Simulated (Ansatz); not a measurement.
**Ta2N: freezing in a mode**

Aim: for Ta2N, trace the energy along mode 9.

Method: DFT PBEsol, scalar-relativistic, plane waves, PAW, in Ansatz 0.2.0.

2 further runs of the same task are left out: 2 set aside as unsound or not needed.

### Step 1. The structure to begin with

The structure is trigonal, space group P-3m1 (No. 164). The conventional cell has a = 3.079 Å, b = 3.079 Å, c = 4.823 Å, α = 90.00°, β = 90.00°, γ = 120.00°. Ta (site symmetry 3m) has 3 N at 2.16 Å as nearest neighbours. N (site symmetry -3m) is surrounded by 6 Ta at 2.16 Å.

As a file:

```cif
data_structure
_symmetry_space_group_name_H-M 'P-3m1'
_symmetry_Int_Tables_number 164
_cell_length_a 3.0786
_cell_length_b 3.0786
_cell_length_c 4.8233
_cell_angle_alpha 90.000
_cell_angle_beta 90.000
_cell_angle_gamma 120.000
_cell_volume 39.59
loop_
_atom_site_label
_atom_site_type_symbol
_atom_site_symmetry_multiplicity
_atom_site_Wyckoff_symbol
_atom_site_fract_x
_atom_site_fract_y
_atom_site_fract_z
_atom_site_occupancy
Ta1 Ta 2 d 0.66667 0.33333 0.74626 1
N1 N 1 a 0.00000 0.00000 0.00000 1
```

It goes back to an entry of the Materials Project, which need not be the stable form.

This cell was relaxed beforehand with the same method: volume 13.20 Å³/atom, gap on the mesh none (metal).

### Step 2. The reference cell

Reference values: F = -19994.2959 eV; pressure 0.01 GPa; largest force 0.003 eV/Å; gap on the mesh none (metal). It was computed beforehand with the settings of the runs below.

### Step 3. Setting up freezing in a mode

Mode 9 of the phonon run on this cell, counted from the lowest, is frozen in: each atom moves by x times its row below, so x is the largest displacement.

```
atom     ux     uy      uz
 Ta1  0.000  0.000  -0.039
 Ta2  0.000  0.000  -0.039
  N3  0.000  0.000   1.000
```

### Step 4. At x = -0.120 Å

Contents of input.yaml:

```yaml
crystal:
  lattice:
    - [3.0786153869, 0.0, 0.0]
    - [-1.5393076935, 2.6661591336, 0.0]
    - [0.0, 0.0, 4.823257178]
  atoms:
    - { symbol: Ta, position: [0.6666666667, 0.3333333333, 0.7472183953] }
    - { symbol: Ta, position: [0.3333333333, 0.6666666667, 0.2547074991] }
    - { symbol: "N", position: [0.0, 0.0, -0.0248794529] }
basis:
  ecutwfc: 420
kpoints:
  mp_grid: { grid: [18, 18, 10] }
hamiltonian:
  xc: pbesol
scf:
  occupations: { method: gaussian, width: 0.15 }
output:
  forces: true
  stress: true
  eigenvalues: true
```

On the command line:

```bash
$ ansatz run input.yaml --threads 2 --pin off --max-ram 5120MiB --backend cpu --events-out ev --progress --plain --runs-dir out
```

Standard output, shortened:

```text
Warning: RAYON_NUM_THREADS=2 ignored (pool sized by the plan → 2); use --threads N
[...]
Pseudopotentials: kind: paw
Pseudopotential: Ta, paw, valence charge 13, recommended cutoff 420 eV (normal), Ta.paw.azcp
Pseudopotential: N, paw, valence charge 5, recommended cutoff 420 eV (normal), N.paw.azcp
Functional definition: PBEsol
[...]
Crystal: 3 atoms, lattice volume = 39.590 Å³
Basis set: ecut = 420 eV, 761 PW (Γ), exchange–correlation on 48×48×72 points (8 copies of the dense FFT grid, shifted against one another)
Bands: 20, of which v1, the nominal top of the filled ones, is band 16 counted from 1 (15 counted from 0)
Symmetry: 6 space group operations
Space group: P3m1 (ITA 156), of the structure as read, at distance tolerance 3.4e-5 Å
k-points: 330 of 3240 (time reversal used)
[...]
SCF iter   1: F=—  HF=-19994.181476 eV  |F-HF|=—  |Δ(HF+E_count)|=         —  Δρ=1.07e-2  dr2=3.89e-2  ethr=1.77e-3  ⟨swp⟩=5.0  Hψ=28846  notcnv=0
[...]
SCF iter   7: F=-19994.171233 eV  HF=-19994.171233 eV  |F-HF|=9.17e-9  |Δ(HF+E_count)|=   4.02e-8  Δρ=5.27e-6  dr2=1.36e-8  ethr=3.23e-10  ⟨swp⟩=6.0  Hψ=26869  notcnv=0
[...]
SCF converged after 7 iterations
Free energy (F): -19994.171233 eV
[...]
E sigma→0 (E₀):  -19994.164526 eV
Entropy (-TS):   -0.013415 eV (-4.472 meV/atom)
Fermi energy:    20.073198 eV
[...]
--- Forces (eV/Å), atoms counted from 1 ---
  atom   1  Ta     0.00000000    -0.00000000    -1.04633652
  atom   2  Ta    -0.00000000    -0.00000000    -0.93132701
  atom   3  N      0.00000000     0.00000000     1.97774397
[...]
--- Stress (GPa, compression-positive) ---
        2.072744      -0.000000       0.000000
        0.000000       2.072744       0.000000
        0.000000       0.000000       0.399011
  P = ⅓ Tr σ = 1.5148 GPa (15.148 kbar)
--- Band table (eV; the first three rows and the last of 330) ---
  k-point 0: bands = ["-48.3638", "-48.2641", "-15.4926", "-14.6799", "-14.6799", "-14.5370", "-14.5370", "-14.4150", "2.5507", "11.4532", "13.7625", "13.7625", "15.1814", "19.0809", "19.8614", "19.8614", "20.3780", "20.3780", "20.8660", "21.4153"]
[...]
```

It took 5.1 s on 2 threads of Intel Xeon 6975P-C (Granite Rapids), shared host; peak memory 0.55 GiB.

### Step 5. x = 0.090 Å

Contents of input.yaml:

```yaml
crystal:
  lattice:
    - [3.0786153869, 0.0, 0.0]
    - [-1.5393076935, 2.6661591336, 0.0]
    - [0.0, 0.0, 4.823257178]
  atoms:
    - { symbol: Ta, position: [0.6666666667, 0.3333333333, 0.7455332377] }
    - { symbol: Ta, position: [0.3333333333, 0.6666666667, 0.2530223415] }
    - { symbol: "N", position: [0.0, 0.0, 0.0186595897] }
basis:
  ecutwfc: 420
kpoints:
  mp_grid: { grid: [18, 18, 10] }
hamiltonian:
  xc: pbesol
scf:
  occupations: { method: gaussian, width: 0.15 }
output:
  forces: true
  stress: true
  eigenvalues: true
```

On the command line:

```bash
$ ansatz run input.yaml --threads 2 --pin off --max-ram 5120MiB --backend cpu --events-out ev --progress --plain --runs-dir out
```

Standard output, shortened:

```text
[...]
SCF converged after 7 iterations
Free energy (F): -19994.225432 eV
[...]
E sigma→0 (E₀):  -19994.218670 eV
Entropy (-TS):   -0.013525 eV (-4.508 meV/atom)
Fermi energy:    20.079496 eV
[...]
--- Forces (eV/Å), atoms counted from 1 ---
  atom   1  Ta     0.00000000     0.00000000     0.71559325
  atom   2  Ta    -0.00000000     0.00000000     0.78274143
  atom   3  N     -0.00000000    -0.00000000    -1.49844215
[...]
--- Stress (GPa, compression-positive) ---
        1.165130      -0.000000       0.000000
        0.000000       1.165130       0.000000
        0.000000       0.000000       0.248608
  P = ⅓ Tr σ = 0.8596 GPa (8.596 kbar)
--- Band table (eV; the first three rows and the last of 330) ---
  k-point 0: bands = ["-48.3663", "-48.2705", "-15.4965", "-14.6804", "-14.6804", "-14.5405", "-14.5405", "-14.4182", "2.5602", "11.4616", "13.8062", "13.8062", "15.1839", "19.1910", "19.8519", "19.8519", "20.3796", "20.3796", "20.7002", "21.3820"]
[...]
```

Wall time 5 s (2 threads of Intel Xeon 6975P-C (Granite Rapids), shared host); peak memory 0.55 GiB.

### Step 6. At x = -0.060 Å

Contents of input.yaml:

```yaml
crystal:
  lattice:
    - [3.0786153869, 0.0, 0.0]
    - [-1.5393076935, 2.6661591336, 0.0]
    - [0.0, 0.0, 4.823257178]
  atoms:
    - { symbol: Ta, position: [0.6666666667, 0.3333333333, 0.7467369217] }
    - { symbol: Ta, position: [0.3333333333, 0.6666666667, 0.2542260255] }
    - { symbol: "N", position: [0.0, 0.0, -0.0124397265] }
basis:
  ecutwfc: 420
kpoints:
  mp_grid: { grid: [18, 18, 10] }
hamiltonian:
  xc: pbesol
scf:
  occupations: { method: gaussian, width: 0.15 }
output:
  forces: true
  stress: true
  eigenvalues: true
```

On the command line:

```bash
$ ansatz run input.yaml --threads 2 --pin off --max-ram 5120MiB --backend cpu --events-out ev --progress --plain --runs-dir out
```

Standard output, shortened:

```text
Warning: RAYON_NUM_THREADS=2 ignored (pool sized by the plan → 2); use --threads N
[...]
Pseudopotentials: kind: paw
Pseudopotential: Ta, paw, valence charge 13, recommended cutoff 420 eV (normal), Ta.paw.azcp
Pseudopotential: N, paw, valence charge 5, recommended cutoff 420 eV (normal), N.paw.azcp
Functional definition: PBEsol
[...]
Crystal: 3 atoms, lattice volume = 39.590 Å³
Basis set: ecut = 420 eV, 761 PW (Γ), exchange–correlation on 48×48×72 points (8 copies of the dense FFT grid, shifted against one another)
Bands: 20, of which v1, the nominal top of the filled ones, is band 16 counted from 1 (15 counted from 0)
Symmetry: 6 space group operations
Space group: P3m1 (ITA 156), of the structure as read, at distance tolerance 3.4e-5 Å
k-points: 330 of 3240 (time reversal used)
[...]
SCF iter   7: F=-19994.264478 eV  HF=-19994.264478 eV  |F-HF|=1.59e-8  |Δ(HF+E_count)|=   1.47e-8  Δρ=4.77e-6  dr2=1.88e-8  ethr=3.23e-10  ⟨swp⟩=5.7  Hψ=26050  notcnv=0
[...]
SCF converged after 7 iterations
Free energy (F): -19994.264478 eV
[...]
E sigma→0 (E₀):  -19994.257700 eV
Entropy (-TS):   -0.013557 eV (-4.519 meV/atom)
Fermi energy:    20.083926 eV
[...]
--- Forces (eV/Å), atoms counted from 1 ---
  atom   1  Ta     0.00000000     0.00000000    -0.51943718
  atom   2  Ta    -0.00000000     0.00000000    -0.48637860
  atom   3  N      0.00000000     0.00000000     1.00593696
[...]
--- Stress (GPa, compression-positive) ---
        0.510138       0.000000       0.000000
        0.000000       0.510138       0.000000
        0.000000       0.000000       0.144545
  P = ⅓ Tr σ = 0.3883 GPa (3.883 kbar)
--- Band table (eV; the first three rows and the last of 330) ---
  k-point 0: bands = ["-48.3677", "-48.2755", "-15.4993", "-14.6810", "-14.6810", "-14.5429", "-14.5429", "-14.4205", "2.5670", "11.4680", "13.8379", "13.8379", "15.1856", "19.2893", "19.8449", "19.8449", "20.3808", "20.3808", "20.5616", "21.3577"]
[...]
```

Run time: 5.1 s. Hardware: 2 threads of Intel Xeon 6975P-C (Granite Rapids), shared host; peak memory 0.56 GiB.

### Step 7. x = 0.030 Å

Contents of input.yaml:

```yaml
crystal:
  lattice:
    - [3.0786153869, 0.0, 0.0]
    - [-1.5393076935, 2.6661591336, 0.0]
    - [0.0, 0.0, 4.823257178]
  atoms:
    - { symbol: Ta, position: [0.6666666667, 0.3333333333, 0.7460147113] }
    - { symbol: Ta, position: [0.3333333333, 0.6666666667, 0.2535038151] }
    - { symbol: "N", position: [0.0, 0.0, 0.0062198632] }
basis:
  ecutwfc: 420
kpoints:
  mp_grid: { grid: [18, 18, 10] }
hamiltonian:
  xc: pbesol
scf:
  occupations: { method: gaussian, width: 0.15 }
output:
  forces: true
  stress: true
  eigenvalues: true
```

On the command line:

```bash
$ ansatz run input.yaml --threads 2 --pin off --max-ram 5120MiB --backend cpu --events-out ev --progress --plain --runs-dir out
```

Standard output, shortened:

```text
[...]
SCF converged after 6 iterations
Free energy (F): -19994.288033 eV
[...]
E sigma→0 (E₀):  -19994.281255 eV
Entropy (-TS):   -0.013555 eV (-4.518 meV/atom)
Fermi energy:    20.086559 eV
[...]
--- Forces (eV/Å), atoms counted from 1 ---
  atom   1  Ta     0.00000000    -0.00000000     0.24645798
  atom   2  Ta    -0.00000000     0.00000000     0.25849852
  atom   3  N     -0.00000000    -0.00000000    -0.50485153
[...]
--- Stress (GPa, compression-positive) ---
        0.114300      -0.000000       0.000000
        0.000000       0.114300       0.000000
        0.000000       0.000000       0.083516
  P = ⅓ Tr σ = 0.1040 GPa (1.040 kbar)
--- Band table (eV; the first three rows and the last of 330) ---
  k-point 0: bands = ["-48.3685", "-48.2786", "-15.5009", "-14.6814", "-14.6814", "-14.5443", "-14.5443", "-14.4219", "2.5710", "11.4719", "13.8571", "13.8571", "15.1866", "19.3611", "19.8407", "19.8407", "20.3817", "20.3817", "20.4653", "21.3429"]
[...]
```

It took 5 s on 2 threads of Intel Xeon 6975P-C (Granite Rapids), shared host; peak memory 0.55 GiB.

### Step 8. x = 0.105 Å

Contents of input.yaml:

```yaml
crystal:
  lattice:
    - [3.0786153869, 0.0, 0.0]
    - [-1.5393076935, 2.6661591336, 0.0]
    - [0.0, 0.0, 4.823257178]
  atoms:
    - { symbol: Ta, position: [0.6666666667, 0.3333333333, 0.7454128693] }
    - { symbol: Ta, position: [0.3333333333, 0.6666666667, 0.2529019731] }
    - { symbol: "N", position: [0.0, 0.0, 0.0217695213] }
basis:
  ecutwfc: 420
kpoints:
  mp_grid: { grid: [18, 18, 10] }
hamiltonian:
  xc: pbesol
scf:
  occupations: { method: gaussian, width: 0.15 }
output:
  forces: true
  stress: true
  eigenvalues: true
```

On the command line:

```bash
$ ansatz run input.yaml --threads 2 --pin off --max-ram 5120MiB --backend cpu --events-out ev --progress --plain --runs-dir out
```

Standard output, shortened:

```text
[...]
SCF converged after 7 iterations
Free energy (F): -19994.200200 eV
[...]
E sigma→0 (E₀):  -19994.193458 eV
Entropy (-TS):   -0.013483 eV (-4.494 meV/atom)
Fermi energy:    20.076588 eV
[...]
--- Forces (eV/Å), atoms counted from 1 ---
  atom   1  Ta     0.00000000     0.00000000     0.82534187
  atom   2  Ta    -0.00000000     0.00000000     0.91458473
  atom   3  N     -0.00000000    -0.00000000    -1.74002105
[...]
--- Stress (GPa, compression-positive) ---
        1.587911      -0.000000       0.000000
       -0.000000       1.587911       0.000000
        0.000000       0.000000       0.317701
  P = ⅓ Tr σ = 1.1645 GPa (11.645 kbar)
--- Band table (eV; the first three rows and the last of 330) ---
  k-point 0: bands = ["-48.3652", "-48.2674", "-15.4947", "-14.6801", "-14.6801", "-14.5389", "-14.5389", "-14.4167", "2.5558", "11.4576", "13.7858", "13.7858", "15.1828", "19.1368", "19.8563", "19.8563", "20.3788", "20.3788", "20.7804", "21.3976"]
[...]
```

It took 5 s on 2 threads of Intel Xeon 6975P-C (Granite Rapids), shared host; peak memory 0.56 GiB.

### Step 9. Point x = 0.075 Å

Contents of input.yaml:

```yaml
crystal:
  lattice:
    - [3.0786153869, 0.0, 0.0]
    - [-1.5393076935, 2.6661591336, 0.0]
    - [0.0, 0.0, 4.823257178]
  atoms:
    - { symbol: Ta, position: [0.6666666667, 0.3333333333, 0.7456536061] }
    - { symbol: Ta, position: [0.3333333333, 0.6666666667, 0.2531427099] }
    - { symbol: "N", position: [0.0, 0.0, 0.0155496581] }
basis:
  ecutwfc: 420
kpoints:
  mp_grid: { grid: [18, 18, 10] }
hamiltonian:
  xc: pbesol
scf:
  occupations: { method: gaussian, width: 0.15 }
output:
  forces: true
  stress: true
  eigenvalues: true
```

On the command line:

```bash
$ ansatz run input.yaml --threads 2 --pin off --max-ram 5120MiB --backend cpu --events-out ev --progress --plain --runs-dir out
```

Standard output, shortened:

```text
Warning: RAYON_NUM_THREADS=2 ignored (pool sized by the plan → 2); use --threads N
[...]
Pseudopotentials: kind: paw
Pseudopotential: Ta, paw, valence charge 13, recommended cutoff 420 eV (normal), Ta.paw.azcp
Pseudopotential: N, paw, valence charge 5, recommended cutoff 420 eV (normal), N.paw.azcp
Functional definition: PBEsol
[...]
Crystal: 3 atoms, lattice volume = 39.590 Å³
Basis set: ecut = 420 eV, 761 PW (Γ), exchange–correlation on 48×48×72 points (8 copies of the dense FFT grid, shifted against one another)
Bands: 20, of which v1, the nominal top of the filled ones, is band 16 counted from 1 (15 counted from 0)
Symmetry: 6 space group operations
Space group: P3m1 (ITA 156), of the structure as read, at distance tolerance 3.4e-5 Å
k-points: 330 of 3240 (time reversal used)
[...]
SCF iter   7: F=-19994.246874 eV  HF=-19994.246874 eV  |F-HF|=1.56e-8  |Δ(HF+E_count)|=   2.03e-8  Δρ=5.03e-6  dr2=1.90e-8  ethr=3.23e-10  ⟨swp⟩=5.8  Hψ=26246  notcnv=0
[...]
SCF converged after 7 iterations
Free energy (F): -19994.246874 eV
[...]
E sigma→0 (E₀):  -19994.240100 eV
Entropy (-TS):   -0.013547 eV (-4.516 meV/atom)
Fermi energy:    20.081940 eV
[...]
--- Forces (eV/Å), atoms counted from 1 ---
  atom   1  Ta     0.00000000     0.00000000     0.60249020
  atom   2  Ta    -0.00000000     0.00000000     0.65094106
  atom   3  N     -0.00000000    -0.00000000    -1.25355029
[...]
--- Stress (GPa, compression-positive) ---
        0.805576      -0.000000       0.000000
       -0.000000       0.805576       0.000000
        0.000000       0.000000       0.191028
  P = ⅓ Tr σ = 0.6007 GPa (6.007 kbar)
--- Band table (eV; the first three rows and the last of 330) ---
  k-point 0: bands = ["-48.3671", "-48.2732", "-15.4980", "-14.6807", "-14.6807", "-14.5418", "-14.5418", "-14.4195", "2.5639", "11.4651", "13.8236", "13.8236", "15.1849", "19.2424", "19.8480", "19.8480", "20.3803", "20.3803", "20.6267", "21.3687"]
[...]
```

It took 5 s on 2 threads of Intel Xeon 6975P-C (Granite Rapids), shared host; peak memory 0.55 GiB.

### Step 10. Point x = 0.045 Å

Contents of input.yaml:

```yaml
crystal:
  lattice:
    - [3.0786153869, 0.0, 0.0]
    - [-1.5393076935, 2.6661591336, 0.0]
    - [0.0, 0.0, 4.823257178]
  atoms:
    - { symbol: Ta, position: [0.6666666667, 0.3333333333, 0.7458943429] }
    - { symbol: Ta, position: [0.3333333333, 0.6666666667, 0.2533834467] }
    - { symbol: "N", position: [0.0, 0.0, 0.0093297949] }
basis:
  ecutwfc: 420
kpoints:
  mp_grid: { grid: [18, 18, 10] }
hamiltonian:
  xc: pbesol
scf:
  occupations: { method: gaussian, width: 0.15 }
output:
  forces: true
  stress: true
  eigenvalues: true
```

On the command line:

```bash
$ ansatz run input.yaml --threads 2 --pin off --max-ram 5120MiB --backend cpu --events-out ev --progress --plain --runs-dir out
```

Standard output, shortened:

```text
[...]
SCF converged after 6 iterations
Free energy (F): -19994.278207 eV
[...]
E sigma→0 (E₀):  -19994.271428 eV
Entropy (-TS):   -0.013558 eV (-4.519 meV/atom)
Fermi energy:    20.085466 eV
[...]
--- Forces (eV/Å), atoms counted from 1 ---
  atom   1  Ta     0.00000000     0.00000000     0.36776226
  atom   2  Ta    -0.00000000    -0.00000000     0.38846730
  atom   3  N     -0.00000000    -0.00000000    -0.75606968
[...]
--- Stress (GPa, compression-positive) ---
        0.279517      -0.000000       0.000000
       -0.000000       0.279517       0.000000
        0.000000       0.000000       0.108714
  P = ⅓ Tr σ = 0.2226 GPa (2.226 kbar)
--- Band table (eV; the first three rows and the last of 330) ---
  k-point 0: bands = ["-48.3682", "-48.2773", "-15.5003", "-14.6812", "-14.6812", "-14.5437", "-14.5437", "-14.4213", "2.5693", "11.4702", "13.8491", "13.8491", "15.1862", "19.3297", "19.8424", "19.8424", "20.3813", "20.3813", "20.5070", "21.3491"]
[...]
```

Wall time 4.9 s (2 threads of Intel Xeon 6975P-C (Granite Rapids), shared host); peak memory 0.55 GiB.

### Step 11. Point x = 0.015 Å

Contents of input.yaml:

```yaml
crystal:
  lattice:
    - [3.0786153869, 0.0, 0.0]
    - [-1.5393076935, 2.6661591336, 0.0]
    - [0.0, 0.0, 4.823257178]
  atoms:
    - { symbol: Ta, position: [0.6666666667, 0.3333333333, 0.7461350797] }
    - { symbol: Ta, position: [0.3333333333, 0.6666666667, 0.2536241835] }
    - { symbol: "N", position: [0.0, 0.0, 0.0031099316] }
basis:
  ecutwfc: 420
kpoints:
  mp_grid: { grid: [18, 18, 10] }
hamiltonian:
  xc: pbesol
scf:
  occupations: { method: gaussian, width: 0.15 }
output:
  forces: true
  stress: true
  eigenvalues: true
```

On the command line:

```bash
$ ansatz run input.yaml --threads 2 --pin off --max-ram 5120MiB --backend cpu --events-out ev --progress --plain --runs-dir out
```

Standard output, shortened:

```text
Warning: RAYON_NUM_THREADS=2 ignored (pool sized by the plan → 2); use --threads N
[...]
Pseudopotentials: kind: paw
Pseudopotential: Ta, paw, valence charge 13, recommended cutoff 420 eV (normal), Ta.paw.azcp
Pseudopotential: N, paw, valence charge 5, recommended cutoff 420 eV (normal), N.paw.azcp
Functional definition: PBEsol
[...]
Crystal: 3 atoms, lattice volume = 39.590 Å³
Basis set: ecut = 420 eV, 761 PW (Γ), exchange–correlation on 48×48×72 points (8 copies of the dense FFT grid, shifted against one another)
Bands: 20, of which v1, the nominal top of the filled ones, is band 16 counted from 1 (15 counted from 0)
Symmetry: 6 space group operations
Space group: P3m1 (ITA 156), of the structure as read, at distance tolerance 3.4e-5 Å
k-points: 330 of 3240 (time reversal used)
[...]
SCF iter   6: F=-19994.293936 eV  HF=-19994.293936 eV  |F-HF|=2.08e-8  |Δ(HF+E_count)|=   3.42e-7  Δρ=9.98e-6  dr2=4.46e-8  ethr=3.23e-10  ⟨swp⟩=4.7  Hψ=32665  notcnv=0
[...]
SCF converged after 6 iterations
Free energy (F): -19994.293936 eV
[...]
E sigma→0 (E₀):  -19994.287159 eV
Entropy (-TS):   -0.013553 eV (-4.518 meV/atom)
Fermi energy:    20.087212 eV
[...]
--- Forces (eV/Å), atoms counted from 1 ---
  atom   1  Ta     0.00000000     0.00000000     0.12294998
  atom   2  Ta    -0.00000000     0.00000000     0.12976039
  atom   3  N     -0.00000000    -0.00000000    -0.25266326
[...]
--- Stress (GPa, compression-positive) ---
        0.014981      -0.000000       0.000000
        0.000000       0.014981       0.000000
        0.000000       0.000000       0.068548
  P = ⅓ Tr σ = 0.0328 GPa (0.328 kbar)
--- Band table (eV; the first three rows and the last of 330) ---
  k-point 0: bands = ["-48.3687", "-48.2794", "-15.5014", "-14.6816", "-14.6816", "-14.5446", "-14.5446", "-14.4222", "2.5720", "11.4728", "13.8619", "13.8619", "15.1869", "19.3813", "19.8396", "19.8396", "20.3819", "20.3819", "20.4391", "21.3392"]
[...]
```

It took 5.1 s on 2 threads of Intel Xeon 6975P-C (Granite Rapids), shared host; peak memory 0.55 GiB.

### Step 12. The scan collected

The scan, with free energies counted from the undisturbed cell:

```csv
x (Å),ΔE (meV/cell),force along the mode (eV/Å),pressure (GPa)
-0.120,124.7,2.054,1.5
-0.060,31.4,1.045,0.4
0.000,0.0,0.000,0.0
0.015,2.0,-0.262,0.0
0.030,7.9,-0.524,0.1
0.045,17.7,-0.785,0.2
0.075,49.0,-1.302,0.6
0.090,70.5,-1.556,0.9
0.105,95.7,-1.807,1.2
```

Not run, since symmetry makes them alike: 0.120 repeats -0.120, -0.090 repeats 0.090, 0.060 repeats -0.060, -0.030 repeats 0.030. Energy, pressure and gap are the same there.

### Step 13. Summary of results

| quantity | value |
| --- | --- |
| harmonic wavenumber of the mode | 572 cm⁻¹ |
| the same from the force at an amplitude of 0.015 Å | 572 cm⁻¹ |

The force at the smallest amplitude gives 572 cm⁻¹ against 572 cm⁻¹ from the phonon run, so the curve is close to a parabola there. The undisturbed cell stays the lowest of the sampled points. Spin-orbit coupling is left out for Ta. Spin polarisation is off in the runs that give these values; a magnetic solution could lie lower.
